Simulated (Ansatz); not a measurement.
## LiH: pressure against volume scale

Results calculated with Ansatz 0.2.0, not measured. Periodic Kohn-Sham DFT of a crystal at fixed atoms, scaled to volume_scale times the given cell; pressure positive in compression, energy less spherical unpolarised free atoms, largest_vzz the field gradient of largest size among the nuclei.

The cell before it is scaled or strained (space group Fm-3m, No. 225):
```
cell vectors (Å)
   0.0000     2.0325     2.0325
   2.0325     0.0000     2.0325
   2.0325     2.0325     0.0000
atoms (fractions of the cell vectors)
Li  0.00000  0.00000  0.00000
H   0.50000  0.50000  0.50000
```

Settings of every row: method frozen-core PAW; functional LDA; relativity scalar; k mesh 11x11x11; filling fermi-dirac; smearing width 0.03 eV; wave cutoff 420 eV; paw set soft_2.

Atom start moment: 0 on all atoms.

Limits: PAW files made with PBE.

```
row  volume scale  V (Å³/atom)  pressure (GPa)
  1          0.94        7.893          -2.056
  2          0.96        8.061          -2.737
  3          0.98        8.228          -3.356
  4          0.99        8.312          -3.645
  5             1        8.396               ?
  6          1.01         8.48          -4.182
  7          1.02        8.564          -4.432
  8          1.04        8.732          -4.898
  9          1.06          8.9          -5.321
```

Question: what pressure should row 5 give?

Worked fit of pressure. Take u = (V_r/V)^(2/3) − 1 with V_r = 8.396 Å³ an atom, which is twice the finite (Eulerian) strain; such expansions in the strain, on which the Birch-Murnaghan equation of state is built, carry the rest volume and the bulk modulus. The shown rows have u = 0.04205, 0.02752, 0.01357, 0.00673, -0.00661, -0.01312, -0.02582, -0.03812. Least squares give pressure = −3.9198 + 40.346 × u + 94.61 × u² GPa; a straight line predicts inner rows, each left out in turn, worse (root mean square 0.048 against 0.0011 GPa). The rows lie off it by 0.000, 0.001, -0.001, -0.001, 0.000, 0.001, 0.000, -0.001. The withheld row has u = 0, so the fit gives −3.9198 + 40.346 × (0) + 94.61 × (0)² = -3.920 GPa.

The calculation gave -3.92 GPa. The fit meets it to the printed digit.
